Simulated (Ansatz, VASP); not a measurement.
**Two plane-wave programs on Al**

File INCAR:

```
PREC = Accurate
ENCUT = 520
EDIFF = 1E-7
ISMEAR = 0
SIGMA = 0.3
LREAL = False
LASPH = True
NELM = 60
ALGO = Normal
ISIF = 2
LWAVE = False
LCHARG = True
GGA = PE
LELF = True
LVHAR = True
NBANDS = 8
```

KPOINTS

```
Automatic mesh
0
Gamma
  13 13 13
```

POSCAR

```
Al
1.0
    0.0000000000      2.0199630948      2.0199630948
    2.0199630948      0.0000000000      2.0199630948
    2.0199630948      2.0199630948      0.0000000000
Al
1
Direct
    0.0000000000      0.0000000000      0.0000000000
```

Input for Ansatz:

```yaml
crystal:
  lattice:
    - [0.0, 2.0199630948, 2.0199630948]
    - [2.0199630948, 0.0, 2.0199630948]
    - [2.0199630948, 2.0199630948, 0.0]
  atoms:
    - { symbol: Al, position: [0.0, 0.0, 0.0] }
hamiltonian:
  xc: pbe
  pseudopotentials:
    kind: paw
    azcp:
      Al: "pseudopotentials/Al.paw.azcp"
basis:
  ecutwfc: 420
  fft_grid_basis: typed
kpoints:
  mp_grid: { grid: [13, 13, 13], shift: [0, 0, 0] }
magnetization:
  spin_polarized: false
scf:
  occupations: { method: gaussian, width: 0.3 }
  lower_state_search: "off"
output:
  stress: true
```

Alike in both runs: task single point; functional PBE; k mesh 13 × 13 × 13; occupations gaussian, width 0.3 eV; no spin polarisation.

```csv
,VASP,Ansatz
version,VASP 6.6.1,Ansatz 0.2.0
potentials or method,"VASP PAW PBE potentials, release 64 (Al)","plane waves (420 eV) with PAW, scalar-relativistic"
plane-wave cutoff (eV),520,420
valence electrons in the cell,3,3
```

```csv
,VASP,Ansatz,Ansatz less VASP
pressure (GPa),0.0,0.0,+0.04
```
